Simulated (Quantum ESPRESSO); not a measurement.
# CoO under changes of volume

One of the cells (11.411 Å³/atom); the others are scaled copies at fixed shape and fractional positions:

```
Co O
1.0
     1.60222    0.92504    2.56647
    -1.60222    0.92504    2.56647
     0.00000   -1.85008    2.56647
Co O
1 1
Direct
  0.99898 0.99898 0.99898
  0.75102 0.75102 0.75102
```

Measurements of this composition are mostly on another form, of space group No. 225.

```yaml
Program: Quantum ESPRESSO 7.5
Functional: LDA
Potentials_or_basis: GBRV 1.5 LDA
Cutoff: 762 eV
Density_cutoff: 6095 eV
k_mesh: 10 × 10 × 10
Occupations: fermi-dirac, width 0.05 eV
Spin: collinear spin, ferromagnetic start
Starting_moments: "[2.0, 0.0] μB"
```

| volume (Å³/atom) | energy over the lowest point (meV/atom) | pressure (GPa) | moment (μB per cell) |
| --- | --- | --- | --- |
| 10.727 | 0.00 | -8.5 | 2.44 |
| 10.955 | ? | ? | ? |
| 11.183 | 28.78 | -12.2 | 2.72 |
| 11.411 | 47.17 | -14.2 | 2.81 |
| 11.640 | 68.29 | -16.0 | 2.87 |
| 11.868 | 92.13 | -17.9 | 2.92 |
| 12.096 | 118.57 | -19.6 | 2.95 |

Question: What does the run at 10.955 Å³/atom give?

Answer: Energy over the lowest point 13.08 meV/atom; pressure -10.4 GPa; moment 2.59 μB per cell.

Worked out: A Birch-Murnaghan fit of order 3 (a polynomial in V^(-2/3)) to the other rows has no minimum within the range. It gives 13.09 meV/atom at 10.955 Å³/atom, against the run's 13.08, and -dE/dV = -10.1 GPa, against -10.4. A parabola through the other rows of the moment, of slope 0.588 μB per Å³/atom there, gives 2.59 μB, against the run's 2.59.

Energies are extrapolated to zero smearing.

Caveats: a cell with one magnetic atom can't hold antiferromagnetic order, which such compounds often take.
